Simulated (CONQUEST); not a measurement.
The system is Pd.

```
Pd
1.0
     2.75277    0.00000    0.00000
     0.00000    2.75277    0.00000
     0.00000    0.00000    3.89300
Pd
2
Direct
  0.00000 0.00000 0.00000
  0.50000 0.50000 0.50000
```

| Item | Value |
| --- | --- |
| Program | CONQUEST 1.3 |
| Task | single point |
| Functional | PBEsol |
| Potentials or basis | PseudoDojo NC PBEsol, DZP, grid cutoff 120 Ha |
| k mesh | 10 × 10 × 7 |
| Occupations | fermi-dirac, width 0.05 eV |
| Spin | no spin polarisation |

On this cell: pressure -0.7 GPa; largest force zero by symmetry; band gap on the k mesh none (metal or under the smearing width).

The same run follows on a disturbed copy (atoms of the box moved at random, drawn with an rms of 0.05 Å):

```
Pd
1.0
     2.75277    0.00000    0.00000
     0.00000    2.75277    0.00000
     0.00000    0.00000    3.89300
Pd
2
Direct
  0.00494 0.98897 0.00431
  0.49738 0.52393 0.49926
```

Task: What changes?

Result: The energy (extrapolated to zero smearing) moves by +13.9 meV/atom; pressure -0.1 GPa; largest force 0.569 eV/Å; band gap on the k mesh none (metal or under the smearing width).

Forces on the atoms (eV/Å):
```
Pd  -0.116  0.496 -0.221
Pd   0.113 -0.511  0.223
```

Caveats: the basis of atomic orbitals isn't converged, which shifts pressures, moduli and gaps; the box holds several primitive cells, so bands are folded and the points are those of the box's own zone (some runs).
